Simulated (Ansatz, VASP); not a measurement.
## Two plane-wave programs on BN

The input INCAR:

```
SYSTEM = BN
PREC = Accurate
ENCUT = 520
EDIFF = 1E-7
ISMEAR = 0
SIGMA = 0.05
LREAL = .False.
LASPH = .True.
NELM = 80
ALGO = Normal
ISIF = 2
LWAVE = .False.
LCHARG = .False.
GGA = PS
NBANDS = 16
```

The input KPOINTS:

```
regular mesh
0
Gamma
  12 12 4
  0 0 0
```

File POSCAR:

```
BN
1.0
    2.6064490272      0.0000000000      0.0000000000
   -1.3032245136      2.2572510712      0.0000000000
    0.0000000000      0.0000000000      6.4908400124
B N
2 2
Direct
    0.3333333333      0.6666666667      0.2500000000
    0.6666666667      0.3333333333      0.7500000000
    0.3333333333      0.6666666667      0.7500000000
    0.6666666667      0.3333333333      0.2500000000
```

Input for Ansatz:

```yaml
crystal:
  lattice:
    - [2.6064490272, 0.0, 0.0]
    - [-1.3032245136, 2.2572510712, 0.0]
    - [0.0, 0.0, 6.4908400124]
  atoms:
    - { symbol: B, position: [0.3333333333, 0.6666666667, 0.25] }
    - { symbol: B, position: [0.6666666667, 0.3333333333, 0.75] }
    - { symbol: "N", position: [0.3333333333, 0.6666666667, 0.75] }
    - { symbol: "N", position: [0.6666666667, 0.3333333333, 0.25] }
basis:
  ecutwfc: 520.0
kpoints:
  mp_grid: { grid: [12, 12, 4] }
hamiltonian:
  xc: pbesol
  pseudopotentials: { kind: paw, azcp: { folder: soft_1 } }
scf:
  occupations: { method: gaussian, width: 0.05 }
output:
  forces: true
  stress: true
  eigenvalues: true
```

Alike in both runs: task single point; functional PBEsol; k mesh 12 × 12 × 4; occupations gaussian, width 0.05 eV; no spin polarisation.

|  | VASP | Ansatz |
| --- | --- | --- |
| version | VASP 6.6.1 | Ansatz 0.2.0 |
| potentials or method | VASP PAW PBE potentials, release 64 (B, N) | scalar-relativistic, plane waves, PAW |
| plane-wave cutoff (eV) | 520 | 520 |
| valence electrons in the cell | 16 | 16 |

VASP gave:

| Property | Result |
| --- | --- |
| gap on the k mesh at the Fermi level (eV) | 3.90 |
| least direct gap on the mesh (eV) | 4.21 |
| pressure (GPa) | -24.0 |
| largest component of the traceless stress (GPa) | 25.00 |

Q: What did Ansatz give for the same quantities?

A: gap on the k mesh at the Fermi level (eV): 3.90; least direct gap on the mesh (eV): 4.21; pressure (GPa): -24.3; largest component of the traceless stress (GPa): 25.47.

Ansatz warned: «pseudo_functional_mismatch».

Caveats: so large a pressure means that the cell lies far from this level's equilibrium, or that cutoff or potentials fall short (VASP); the potentials were made for another functional, which shifts forces and pressure (VASP); this functional lacks dispersion, which binds the layers, so the pressure and a relaxed spacing across them are unreliable. A k mesh can miss the band edges.
